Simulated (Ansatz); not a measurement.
## Gd (R-3m) under compression and expansion

The reference geometry is a structure from the Materials Project; nothing is relaxed.

The runs share PBE, 11×11×11 k mesh, Fermi–Dirac smearing of 0.1 eV. PAW means Ansatz 0.2.0 on its default frozen-core files; LAPW is all-electron LAPW in Ansatz 0.2.0. Site moments are integrated in spheres about the atoms, whose radii differ between the methods.

The first input and its command:

```yaml
crystal:
  lattice:
    - [1.8248561918, 1.0535812136, 8.90239077]
    - [-1.8248561918, 1.0535812136, 8.90239077]
    - [0.0, -2.1071624271, 8.90239077]
  atoms:
    - { symbol: Gd, position: [0.0, 0.0, 0.0], spin: 7.0 }
    - { symbol: Gd, position: [0.2229111, 0.2229111, 0.2229111], spin: 7.0 }
    - { symbol: Gd, position: [0.7770889, 0.7770889, 0.7770889], spin: 7.0 }
magnetization:
  spin_polarized: true
kpoints:
  mp_grid: { grid: [11, 11, 11] }
scf:
  occupations: { method: fermi_dirac, width: 0.1 }
hamiltonian:
  xc: pbe
  pseudopotentials: { kind: paw }
output:
  forces: true
  stress: true
  eigenvalues: true
  populations: true
```

Command: `ansatz run input.yaml --threads 2 --pin off --max-ram 6144MiB --backend cpu --events-out ev --progress --plain --runs-dir out`

The input for «volume scaled by 1.1» by LAPW differs from it in these lines, output keys apart:

```diff
-    - [1.8248561918, 1.0535812136, 8.90239077]
-    - [-1.8248561918, 1.0535812136, 8.90239077]
-    - [0.0, -2.1071624271, 8.90239077]
+    - [1.8837627604, 1.0875909368, 9.1897609719]
+    - [-1.8837627604, 1.0875909368, 9.1897609719]
+    - [0.0, -2.1751818736, 9.1897609719]
-  pseudopotentials: { kind: paw }
+  pseudopotentials: { kind: all_electron, lapw: { basis_error: 0.001 } }
```

The cell shown is scaled evenly to other volumes, and every spin-polarised run starts from the same moments.

The search for lower states is left at its default.

```tsv
V/V₀	Å³/atom	M PAW (μB/cell)	M LAPW (μB/cell)	largest site moment, PAW (μB)	P PAW (GPa)	P LAPW (GPa)	F − F(unpolarised), PAW (meV/atom)
0.72	24.65	?	–	7.06	15.4	–	-6687
0.8	27.39	21.78	–	7.12	8.5	–	-6834
0.85	29.10	21.94	–	7.16	5.4	–	-6892
0.9	30.81	22.13	–	7.20	3.0	–	-6932
0.95	32.52	?	–	7.24	1.1	–	?
1	34.23	22.57	–	7.28	-0.4	–	-6974
1.05	35.94	22.76	–	7.33	-1.6	–	-6982
1.1	37.66	22.88	22.87	7.36	-2.6	-2.6	-6983
1.18	40.39	22.98	–	7.38	-3.9	–	-6974
```

Task: Fill in "M PAW (μB/cell)" for the row "0.72".

Result: 21.56.

Task: What belongs in the row "0.95", column "F − F(unpolarised), PAW (meV/atom)"?

Result: -6958.

Task: Fill in "M PAW (μB/cell)" for the row "0.95".

Result: 22.35.

The moments survive down to the smallest volume, V/V₀ = 0.72 at 15 GPa, where the largest is 7.06 μB.

Task: How fast does the largest site moment change with volume about V₀?

Result: d ln m/d ln V ≈ ln(7.326/7.239)/ln(1.05/0.95) = 0.12. A value this small marks a localised or saturated moment.

Task: Fit a third-order Birch–Murnaghan equation to the PAW pressures of the magnetic runs between 0.85 and 1.11 V₀. What are the zero-pressure volume and bulk modulus?

Result: V = 33.68 Å³/atom (0.984 V₀), B = 29 GPa, B′ = 3.5, with a worst miss of 0.02 GPa. Cell shape and inner coordinates are held, so these aren't the relaxed crystal's values unless symmetry fixes them.

Without U a semilocal functional puts the f levels too near the Fermi level, which can change moments and the order of magnetic states; site and cell moments are spin moments. Under strong compression frozen cores are worth checking against an all-electron run. Spin–orbit coupling is left out although heavy atoms are present. With open f shells a run can end in a state that isn't the lowest. The magnetic state is the one that this cell and start allow. It needn't be the compound's measured order, which may need a larger cell or be absent. Left out because they may lie on a higher state: LAPW, free moments; LAPW, volume scaled by 0.8; LAPW, volume scaled by 0.85.
